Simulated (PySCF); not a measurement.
# C5H6 (1,3-Cyclopentadiene): the cost of one run

Computed with PySCF 2.14.0, with density-fitted response routines of our own, on a single molecule in the gas phase. Atoms are numbered from 0 throughout.

### 1 The starting structure

11 atoms, charge 0, multiplicity 1; geometry from: MMFF94s. The atoms were then displaced at random by about 0.03 Å, so the start is not that level's minimum.

Bonds of the start (Å): C0–C1 1.29, C1–C2 1.47, C2–C3 1.39, C3–C4 1.44, C4–C0 1.38, C0–H5 1.19, C1–H6 1.10, C2–H7 1.16, C2–H8 1.07, C3–H9 1.08, C4–H10 1.09.

### 2 Relaxing the molecule at PBE0-D3(BJ)/def2-SVP

Job settings and geometry (Å):

```
{"job": {"xc": "PBE0", "basis": "def2-SVP", "d3": "d3bj", "grid": 1, "shake": 0.03, "kind": "geom"}, "charge": 0, "multiplicity": 1}
C     -0.979120     0.659240    -0.185320
C      0.217610     1.133570    -0.155620
C      1.075980    -0.032730     0.075370
C      0.252450    -1.149160     0.173110
C     -1.099400    -0.707640    -0.023790
H     -1.918920     1.371740    -0.371090
H      0.601480     2.158960    -0.269620
H      1.732810     0.106650     1.024550
H      1.832410    -0.153990    -0.667470
H      0.409920    -2.194720     0.388740
H     -2.027160    -1.277440     0.042050
```

Run with:

```sh
$ OMP_NUM_THREADS=1 python probes_run.py task.json out
```

The driver reads the jobs from task.json and runs them one after another.

**Question.** How long does this first job take on 1 thread of Arm Neoverse V1, shared host, and how much memory does it need?

About 28 s, with a peak of 0.41 GiB.
